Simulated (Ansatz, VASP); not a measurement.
Ni: VASP beside Ansatz

```xyz
1
Lattice="2.3681 0.0000 0.0000 0.0000 2.3681 0.0000 0.0000 0.0000 2.3681" Properties=species:S:1:pos:R:3 pbc="T T T"
Ni    0.0000    0.0000    0.0000
```

Alike in both runs: functional BLYP; k mesh 14 × 14 × 14; occupations fermi-dirac, width 0.05 eV; collinear spin.

Ansatz relaxed the structure, and its values are those at the end. VASP's run is a single point on that final structure, the one shown.

```csv
,VASP,Ansatz
version,VASP 6.6.1,Ansatz 0.2.0
potentials or method,"VASP PAW PBE potentials, release 64 (Ni)","plane waves (420 eV) with PAW, scalar-relativistic"
plane-wave cutoff (eV),520,420
valence electrons in the cell,10,18
```

VASP gave:

| Property | Result |
| --- | --- |
| pressure (GPa) | 0.0 |
| net moment per atom (μB) | 0.48 |
| size of the moment on the site where the two differ most (μB) | 0.48 |

Q: Which values does Ansatz return?

A: Pressure (GPa): 0.0; net moment per atom (μB): 0.49; size of the moment on the site where the two differ most (μB): 0.51.

Site moments also hang on the region over which each program counts them. The two sets of potentials don't hold the same shells in valence.

Caveats: the PAW data sets were made with another functional, which shifts forces and pressure a little (VASP).
